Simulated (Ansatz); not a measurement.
Runs of Ansatz 0.2.0 on PbSe (Clausthalite). Symmetry: Fm-3m, No. 225, cubic system. Conventional cell: a = 6.121 Å, b = 6.121 Å, c = 6.121 Å, α = 90.00°, β = 90.00°, γ = 90.00°. Pb (site symmetry m-3m) has 6 Se at 3.06 Å as nearest neighbours. Around Se (site symmetry m-3m) lie 6 Pb at 3.06 Å. 

```csv
task,level,spin,cell,k mesh,cutoff (eV),points for each segment of the path,gap on the mesh (eV),pressure (GPa),relaxed volume (Å³/atom)
band structure,BLYP,off,as given,8 × 8 × 8,420,14,(c),5.9,-
relaxation of cell and atoms,BLYP,off,relaxed,8 × 8 × 8,420,-,(b),0.0,32.11
band structure,r2SCAN,"SOC, no magnetisation",as given,6 × 6 × 6,500,14,(a),1.0,-
relaxation of cell and atoms,revPBE,off,relaxed,8 × 8 × 8,420,-,0.57,0.0,30.86
band structure,r2SCAN,off,as given,8 × 8 × 8,500,14,0.57,1.5,-
```

Alike in all rows: potentials or basis Ansatz PAW; smearing fermi-dirac 0.05 eV.

Problem. Estimate the missing entries.

Solution. (a) 0.02; (b) 0.69; (c) 0.41.

Caveats: the PAW data sets come from PBE, with cores solved anew for the run's functional, which leaves a small shift of forces and pressure; spin-orbit coupling is left out, which as a rule narrows the gap of such compounds by several tenths of an eV (some runs); the plane-wave basis is chosen anew once the cell has moved, so the energies of steps on either side of that aren't comparable (some runs); the volume moved by +12 % from the deposited cell, more than functionals usually miss (some runs).

A k mesh can miss the band edges, and rows without SOC leave out spin-orbit coupling on Pb, Se.

Runs at the PBE level aren't shown here.
